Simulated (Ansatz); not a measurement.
**A failed many-body run on SrTiO3 (I4/mcm)**

What is wrong with this input for SrTiO3 (I4/mcm)?

Method: G0W0 on PBE, plane waves, PAW, in Ansatz 0.2.0.

### 1. Starting point

The structure is tetragonal, space group I4/mcm (No. 140). The conventional cell has a = 5.511 Å, b = 5.511 Å, c = 7.796 Å, α = 90.00°, β = 90.00°, γ = 90.00°. Sr has 12 O at 2.73 to 2.78 Å nearest. Ti has 6 O at 1.95 Å nearest. Nearest to O lie 2 Ti at 1.95 Å and 4 Sr at 2.76 Å. Nearest to O lie 2 Ti at 1.95 Å and 4 Sr at 2.73 to 2.78 Å. Farther neighbours and most contacts between anions are not listed.

The cell and positions come from the Crystallography Open Database and are kept as given unless a step says otherwise. The default PAW set here is soft_2. Its files were made with PBE.

### 2. First try

input.yaml

```yaml
crystal:
  lattice:
    - [-2.7555, 2.7555, 3.898]
    - [2.7555, -2.7555, 3.898]
    - [2.7555, 2.7555, -3.898]
  atoms:
    - { symbol: Sr, position: [0.75, 0.25, 0.5] }
    - { symbol: Sr, position: [0.25, 0.75, 0.5] }
    - { symbol: Ti, position: [0.0, 0.0, 0.0] }
    - { symbol: Ti, position: [0.5, 0.5, 0.0] }
    - { symbol: O, position: [0.25, 0.25, 0.0] }
    - { symbol: O, position: [0.75, 0.75, 0.0] }
    - { symbol: O, position: [0.7451, 0.2451, 0.9902] }
    - { symbol: O, position: [0.2451, 0.2549, 0.5] }
    - { symbol: O, position: [0.2549, 0.7549, 0.0098] }
    - { symbol: O, position: [0.7549, 0.7451, 0.5] }
kpoints:
  mp_grid: { grid: [2, 2, 2] }
hamiltonian:
  xc: pbe
scf:
  occupations: { method: fixed }
gw:
  n_empty_bands: 192
  ecut_chi: 80
  qp_bands: [v3, c3]
  qp_kpoints: band_edges
  screening: { model: contour_deformation }
```

Run with:

```console
> ansatz run input.yaml --threads 3 --pin off --max-ram 92160MiB --backend cuda --events-out ev --progress --plain --runs-dir out --devices 1 --max-vram 13GiB
```

Numbers of over 12 decimals in the logs are rounded to 6 here.

The log of the run:

```text
GPUs: using 1 of 1 available (devices: 1).
Engine: ansatz 0.2.0, x86_64-unknown-linux-gnu
Pseudopotentials: kind: paw
Pseudopotential: Sr, paw, valence charge 10, recommended cutoff 420 eV (normal), Sr.paw.azcp
Pseudopotential: Ti, paw, valence charge 12, recommended cutoff 420 eV (normal), Ti.paw.azcp
Pseudopotential: O, paw, valence charge 6, recommended cutoff 420 eV (normal), O.paw.azcp
Functional definition: PBE
  parameter kappa = 0.804
  parameter beta = 0.066725
  exchange = pbe_x(kappa = kappa, mu = beta*pi^2/3)
  correlation = pbe_c(beta = beta)
concurrent solve slots: 2 of 3 are kept, ahead of what memory takes: no pass of the eigensolver takes more rounds on 2
device memory: the entry about to start is reckoned to put 1.9 GiB on a device that reports 36.0 GiB free (of which the cap on the GPU budget leaves the run 13.0 GiB)
GPU FFT provider: cuFFT
GPU libraries: cuBLAS 13.8.2, cuFFT 12.4.0, cuSOLVER 12.3.4
Crystal: 10 atoms, lattice volume = 118.387 Å³
Basis set: ecut = 420 eV, 2277 PW (Γ)
Bands: 50, of which v1, the nominal top of the filled ones, is band 40 counted from 1 (39 counted from 0)
Symmetry: 16 space group operations
Space group: I4/mcm (ITA 140), of the structure as read, at distance tolerance 4.9e-5 Å
k-points: 4 of 8
Non-local potential: Sr, projectors of the file, l = 0: 3, l = 1: 2, l = 2: 2
Non-local potential: Ti, projectors of the file, l = 0: 3, l = 1: 2, l = 2: 3, l = 3: 1
Non-local potential: O, projectors of the file, l = 0: 2, l = 1: 2, l = 2: 1
PAW form: soft (Blöchl's): semilocal exchange-correlation on the pseudo side does not see the compensation charge
PAW one-centre angular grid: Sr, 110 points (default); XC on 64 Gauss nodes
PAW one-centre angular grid: Ti, 590 points (default); XC on 64 Gauss nodes
PAW one-centre angular grid: O, 110 points (default); XC on 64 Gauss nodes
Initial density: superposition of atomic densities (neutral atoms: chi_scale 0, normalization atom), corrected by the library's trained network
Initial wavefunctions: pseudopotential atomic-orbital guess
GPU buffer pool allocated for 64000 grid points (all kernels)
GPU transforms: local potential and band sums: pruned to the plane-wave sphere, on 40×40×40
Functional: x = pbe(κ = 0.804, μ = 0.219515), c = pbe(β = 0.066725)
SCF iter   1: F=—  HF=-15508.565846 eV  |F-HF|=—  |Δ(HF+E_count)|=         —  Δρ=5.40e-3  dr2=3.14e-2  ethr=1.77e-3  ⟨swp⟩=4.5  Hψ=776  notcnv=0  defer=20
preconditioner: auto → Resta (q_TF=auto, 2.556 Å⁻¹)  ε∞=5.7  [insulator: Δε(μ)=1.885 eV  Ē_g=12.201 eV  n_scr=26 (ndim 8)  ℏωp=26.4 eV  f_vac=0.000  ε∞_Penn≈5.7]
SCF iter   2: F=—  HF=-15508.560391 eV  |F-HF|=—  |Δ(HF+E_count)|=   5.45e-3  Δρ=2.57e-3  dr2=4.22e-3  ethr=3.92e-5  ⟨swp⟩=2.8  Hψ=325  notcnv=0  defer=27
SCF iter   3: F=—  HF=-15508.559826 eV  |F-HF|=—  |Δ(HF+E_count)|=   5.65e-4  Δρ=1.04e-3  dr2=5.08e-4  ethr=5.28e-6  ⟨swp⟩=2.2  Hψ=275  notcnv=0  defer=30
SCF iter   4: F=—  HF=-15508.559917 eV  |F-HF|=—  |Δ(HF+E_count)|=   9.05e-5  Δρ=2.18e-4  dr2=4.10e-5  ethr=6.36e-7  ⟨swp⟩=2.5  Hψ=288  notcnv=0  defer=20
SCF iter   5: F=—  HF=-15508.559916 eV  |F-HF|=—  |Δ(HF+E_count)|=   5.47e-7  Δρ=5.80e-5  dr2=3.71e-6  ethr=5.13e-8  ⟨swp⟩=2.8  Hψ=331  notcnv=0  defer=11
SCF iter   6: F=—  HF=-15508.559917 eV  |F-HF|=—  |Δ(HF+E_count)|=   5.34e-7  Δρ=2.28e-5  dr2=4.63e-7  ethr=4.63e-9  ⟨swp⟩=2.0  Hψ=307  notcnv=0  defer=12
SCF iter   7: F=-15508.559917 eV  HF=-15508.559917 eV  |F-HF|=6.00e-8  |Δ(HF+E_count)|=   5.59e-8  Δρ=9.85e-6  dr2=8.33e-8  ethr=1.25e-10  ⟨swp⟩=13.2  Hψ=814  notcnv=0
SCF 1 converged in 7 iterations: F = -15508.559917 eV  dr2 = 8.33e-8
[...]
concurrent solve slots: 2 of 3 are kept, ahead of what memory takes: no pass of the eigensolver takes more rounds on 2
device memory: the entry about to start is reckoned to put 2.3 GiB on a device that reports 34.2 GiB free (of which the cap on the GPU budget leaves the run 13.0 GiB)
NSCF: frozen V_eff on 4 k-points
[...]
concurrent solve slots: 2 of 3 are kept, ahead of what memory takes: no pass of the eigensolver takes more rounds on 2
device memory: the entry about to start is reckoned to put 2.7 GiB on a device that reports 33.3 GiB free (of which the cap on the GPU budget leaves the run 13.0 GiB)
NSCF: frozen V_eff on 4 k-points
G₀W₀ screening: q 1/4
[... further progress lines ...]
device memory: the entry about to start is reckoned to put 0.8 GiB on a device that reports 25.0 GiB free (of which the cap on the GPU budget leaves the run 13.0 GiB)
NSCF: frozen V_eff on 1 k-points
device memory: the entry about to start is reckoned to put 0.8 GiB on a device that reports 25.0 GiB free (of which the cap on the GPU budget leaves the run 13.0 GiB)
NSCF: frozen V_eff on 1 k-points
device memory: the entry about to start is reckoned to put 0.8 GiB on a device that reports 25.0 GiB free (of which the cap on the GPU budget leaves the run 13.0 GiB)
NSCF: frozen V_eff on 1 k-points
SCF converged after 7 iterations
Free energy (F): -15508.559917 eV
Harris-Foulkes:  -15508.559917 eV  (|F-HF|=6.00e-8)
Internal energy: -15508.559917 eV  (E = F + TS)
E sigma→0 (E₀):  -15508.559917 eV
Fermi energy:    10.137860 eV
--- Per-component energies (eV) ---
  E_band       = -401.703470
  E_kinetic    = 2099.691077
  E_local      = -4753.617044  (includes V_loc(G=0)·N_el)
  E_nonlocal   = 696.070114
  E_hartree    = 1665.438775
  E_xc         = -993.893640
  E_vxc        = -1145.775574  (∫ρ·V_xc dr)
  E_paw        = -8427.800843  (= ΣΔE_a)
  E_vpaw       = -628.967457  (= ΣTr[D̂ρ^β])
  E_aug_tail   = 0.015283  (compensation charges beyond the density's cutoff)
  E_ewald      = -5794.463639
  E_smearing   = -0.000000  (= −TS)
  E_closure    = -0.000000  (closes the sum)
  Σ components = -15508.559917   (vs F -15508.559917, Δ=0.00e0)
--- Band table (eV) ---
  k-point 0: bands = [... 36 lower, 9.7929, 10.1317, 10.1379, 10.1379, 11.9270, 11.9270, 11.9276, 14.3820, ... 6 higher]
  k-point 1: bands = [... 36 lower, 8.5710, 9.4112, 9.4115, 10.0508, 12.0904, 13.8764, 13.8771, 13.8813, ... 6 higher]
  k-point 2: bands = [... 36 lower, 9.2241, 9.2241, 9.5112, 9.5112, 13.4328, 13.4328, 13.4875, 13.4875, ... 6 higher]
  k-point 3: bands = [... 36 lower, 8.5668, 9.4135, 9.4135, 10.0497, 12.0919, 13.8593, 13.8593, 13.9038, ... 6 higher]
--- G₀W₀: contour deformation, 6 samples at zero and on the imaginary axis and 1 off it, 8 q-points, 192 empty bands' worth ---
  eigenvalues of the whole cell's RPA ε∞ on this k-mesh (on a slab, of 1 + 4πα/V) = 8.6492, 8.6530, 8.6530; static W/v taken at q = 0 is 0.115583
  bands read: the sum over 232 bands ends inside a degenerate multiplet in 1 slot, whose members it reads at an even weight; the widest, k=0: bands 232 to 233 (counted from 1) at 1/2 each
  gw.qp_kpoints: band_edges: 4 of 4 stored k-points solved, in 1 pass; an edge of the gap read off the rows below is read off those points alone
    ik  band        ε_KS         Σx   Σc(E_QP)       V_xc       Z   E_QP_lin       E_QP  E_QP is
     0    38     10.1317   -26.2284     5.1594   -21.0034  0.7178    10.0661    10.0662  root
     0    39     10.1379   -26.2395     5.1579   -21.0174  0.7178    10.0736    10.0738  root
     0    40     10.1379   -26.2395     5.1579   -21.0174  0.7178    10.0736    10.0738  root
     0    41     11.9270   -12.4289    -6.4840   -20.3211  0.7345    13.3969    13.3352  root
     0    42     11.9270   -12.4289    -6.4840   -20.3211  0.7345    13.3969    13.3352  root
     0    43     11.9276   -12.4229    -6.4904   -20.3220  0.7345    13.3981    13.3363  root
     1    38      9.4112   -26.2835     5.0547   -21.1378  0.7222     9.3200     9.3202  root
     1    39      9.4115   -26.2834     5.0551   -21.1374  0.7222     9.3204     9.3206  root
     1    40     10.0508   -26.0155     5.1137   -20.8292  0.7178     9.9781     9.9782  root
     1    41     12.0904   -12.7441    -6.7085   -20.9126  0.7286    13.6218    13.5505  root
     1    42     13.8764   -14.8957    -6.8295   -23.2333  0.6945    15.4814    15.3844  root
     1    43     13.8771   -14.8905    -6.8299   -23.2283  0.6945    15.4820    15.3851  root
     2    38      9.2241   -25.3040     5.0703   -20.0903  0.7117     9.0802     9.0807  root
     2    39      9.5112   -25.6313     5.2143   -20.2698  0.7119     9.3634     9.3639  root
[...]
3    39      9.4135   -26.2835     5.0552   -21.1376  0.7222     9.3226     9.3228  root
     3    40     10.0497   -26.0167     5.1141   -20.8299  0.7179     9.9769     9.9771  root
     3    41     12.0919   -12.7461    -6.7099   -20.9162  0.7286    13.6233    13.5520  root
     3    42     13.8593   -14.8604    -6.8554   -23.2272  0.6947    15.4679    15.3708  root
     3    43     13.8593   -14.8604    -6.8554   -23.2272  0.6947    15.4679    15.3708  root
```

It took 17 s on 1 × NVIDIA H100 80GB HBM3 (shared by 6 runs) with 3 threads of AMD EPYC 7R13 (Zen 3), shared host; peak memory 1.1 GiB.

Q: What is the fault?

The run ended normally, though the input holds a fault or crude settings.

The fault: G0W0 on a mesh far too coarse. So few points can't sample the density or the screening, and the band edges may lie elsewhere in the zone.

It printed a gap of 3.26 eV, which is an artefact of the settings.

### 3. A better input

G0W0 replaces the xc potential by the self-energy, built once from these orbitals. Only a window of levels is corrected, while the sums run over the empty bands that the input names.

Edit input.yaml of step 2 so:

```diff
@@ -17,3 +17,3 @@
 kpoints:
-  mp_grid: { grid: [2, 2, 2] }
+  mp_grid: { grid: [4, 4, 4] }
 hamiltonian:
@@ -23,4 +23,4 @@
 gw:
-  n_empty_bands: 192
-  ecut_chi: 80
+  n_empty_bands: 252
+  ecut_chi: 96
   qp_bands: [v3, c3]
```

The log of the run:

```text
GPUs: using 1 of 1 available (devices: 1).
[...]
GPU FFT provider: cuFFT
GPU libraries: cuBLAS 13.8.2, cuFFT 12.4.0, cuSOLVER 12.3.4
Crystal: 10 atoms, lattice volume = 118.387 Å³
Basis set: ecut = 420 eV, 2277 PW (Γ)
Bands: 50, of which v1, the nominal top of the filled ones, is band 40 counted from 1 (39 counted from 0)
[... 1 set-up line as in the run before ...]
[...]
k-points: 13 of 64
[...]
GPU buffer pool allocated for 64000 grid points (all kernels)
[...]
SCF iter   1: F=—  HF=-15508.912014 eV  |F-HF|=—  |Δ(HF+E_count)|=         —  Δρ=1.97e-3  dr2=2.34e-3  ethr=1.77e-3  ⟨swp⟩=4.8  Hψ=2568  notcnv=0  defer=76
[...]
SCF iter   6: F=-15508.913692 eV  HF=-15508.913692 eV  |F-HF|=5.10e-9  |Δ(HF+E_count)|=   5.23e-7  Δρ=7.84e-6  dr2=7.86e-8  ethr=1.25e-10  ⟨swp⟩=11.5  Hψ=3348  notcnv=0
SCF 1 converged in 6 iterations: F = -15508.913692 eV  dr2 = 7.86e-8
[...]
0    38     10.0677   -26.0682     4.8671   -21.0074  0.7237     9.8734     9.8741  root
     0    39     10.0738   -26.0792     4.8655   -21.0213  0.7237     9.8807     9.8814  root
     0    40     10.0738   -26.0792     4.8655   -21.0213  0.7237     9.8807     9.8814  root
     0    41     11.9745   -12.6542    -6.2768   -20.2870  0.7432    13.3690    13.3305  root
     0    42     11.9745   -12.6542    -6.2768   -20.2870  0.7432    13.3690    13.3305  root
     0    43     11.9752   -12.6496    -6.2818   -20.2883  0.7432    13.3707    13.3321  root
     1    38      9.4918   -26.1139     4.6367   -21.2811  0.7307     9.2949     9.2957  root
     1    39      9.4919   -26.1151     4.6368   -21.2823  0.7307     9.2952     9.2959  root
[...]
12    40      9.9871   -25.9020     4.8608   -20.8370  0.7231     9.7821     9.7829  root
    12    41     12.1427   -12.9723    -6.5146   -20.8926  0.7366    13.5928    13.5483  root
    12    42     13.8930   -14.8422    -6.9167   -23.2092  0.6961    15.4158    15.3434  root
    12    43     13.8930   -14.8422    -6.9167   -23.2092  0.6961    15.4158    15.3434  root
[key lines of the parts left out:]
SCF converged after 6 iterations
Free energy (F): -15508.913692 eV
Fermi energy:    10.073781 eV
```

Wall time 45 s (1 × NVIDIA H100 80GB HBM3 (shared by 6 runs) with 3 threads); peak memory 1.4 GiB; 73 s of CPU time.

Numbers from this step:

```yaml
bands_summed: 292
rpa_eps_infinity_on_this_mesh_eigenvalues: 6.209, 6.209, 6.210
plane_waves_in_the_screening_matrix: 259
q_points_in_the_mesh: 64
g0w0_gap_on_the_mesh: 3.449 eV
k_of_the_valence_top: 0, 0, 0
k_of_the_conduction_bottom: 0, 0, 0
starting_gap_on_the_mesh: 1.901 eV
z_at_the_valence_top: 0.7237
z_at_the_conduction_bottom: 0.7432
least_direct_g0w0_gap_on_the_computed_points: 3.449 eV
```

The gap on the mesh goes from 1.90 eV to 3.45 eV, a correction of +1.55 eV. Between the two edge states, bare exchange in place of the xc potential would open the gap by 12.69 eV, and correlation takes back 11.14 eV.

### 4. Results

```json
{
  "first try": "converged after 17 s",
  "better run": "G0W0 gap on the mesh 3.45 eV (4×4×4 mesh, 252 empty bands, screening to 96 eV)"
}
```

In words: The second run differs in: mesh, empty bands and screening cutoff (eV). Bands and cutoff are finite, so the gap is not at the basis limit. The miss can reach some tenths of an eV and take either sign; the mesh is an error of its own. The many-body steps are scalar-relativistic: spin-orbit coupling is not in them.

[Paths, hosts, dates, memory and timing lines, banners, echoed tables and standing remarks are left out of the program output.]

[Logs are printed without paths, hosts, clocks, repeated set-up lines and the standing remarks that a program may print on its own settings, such as how far it seeks lower states.]

[Runs of the session that timed out or met a known fault of the program may be left out.]

[Cells called generated may have been cut or substituted from an entry of the Crystallography Open Database or the Materials Project.]

[Hosts, paths, dates, database ids (printed as entryN), source tags and the programs' standing remarks are cut or masked in the printed files.]
